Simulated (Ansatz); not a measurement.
The calculation used DFT PBE, scalar-relativistic, plane waves, PAW (Ansatz 0.2.0). Settings: cutoff 420 eV, Γ-centred meshes spaced at most about 0.3 Å⁻¹, and about 0.25 Å⁻¹ or finer for metals (2π included), Gaussian smearing. No spin polarisation.

These are static total energies at zero pressure.

Compare these two cells of BeTe6, each relaxed at this level.

A.

Space group P-62m (No. 189). a = 10.281 Å, b = 10.281 Å, c = 3.294 Å, α = 90.00°, β = 90.00°, γ = 120.00°
```csv
atom,site,symmetry,x,y,z
Be,1a,-62m,0.0000,0.0000,0.0000
Te,3f,m2m,0.6632,0.0000,0.0000
Te,3f,m2m,0.2263,0.0000,0.0000
```

B.

Space group P-4m2 (No. 115). a = 4.434 Å, b = 4.434 Å, c = 11.158 Å, α = 90.00°, β = 90.00°, γ = 90.00°
```tsv
atom	site	symmetry	x	y	z
Be	1a	-4m2	0.0000	0.0000	0.0000
Te	2g	2mm.	0.5000	0.0000	0.8905
Te	2e	2mm.	0.0000	0.0000	0.3703
Te	2f	2mm.	0.5000	0.5000	0.3639
```

Problem. Which form is favoured at zero pressure, and by what margin per atom?

Solution. A is lower, by 45 meV/atom. A has space group P-62m (No. 189), 43.1 Å³/atom and no gap on its mesh; B has space group P-4m2 (No. 115), 31.3 Å³/atom and no gap. Counting Te atoms around Be (those within 1.25 times the shortest such distance or 1.15 times the sum of covalent radii, 1.27 where that leaves under three), A has Be 3 and B has Be 4. B holds Te–Te pairs (shortest 2.90 Å); in A the shortest Te–Te distance is 3.06 Å, near bonding range too. Even the lower one lies +0.10 eV/atom against the reference forms of the elements (uncorrected), so neither is stable at this level. In A, Be is surrounded by 3 Te at 2.33 Å, 2 Be at 3.29 Å and 3 Te at 3.46 Å; Te on its first site has 2 Te at 3.06 Å, 2 Te at 3.29 Å and 1 Be at 3.46 Å; Te on its second site has 1 Be at 2.33 Å and 2 Te at 3.06 Å. In B, Be is surrounded by 4 Te at 2.53 Å; around Te on its first site lie 2 Be at 2.53 Å and 4 Te at 3.60–3.66 Å; Te on its second site is surrounded by 1 Te at 2.90 Å and 4 Te at 3.14 Å; 1 more site not described. Both come from invented guesses. The lowest form computed isn't among them: it has space group P-42m (No. 111), 36.4 Å³/atom and lies 40 meV/atom below the best shown.

Weakly bound directions are ill-defined at this level, which has no dispersion term (P-62m, P-4m2), and this can change margins and order among such cells. Spin–orbit coupling, which can matter for Te, is left out. Cells relaxed within their symmetry can be saddle points. Some types were kept out of the candidates beforehand, so the set may lack a known form.
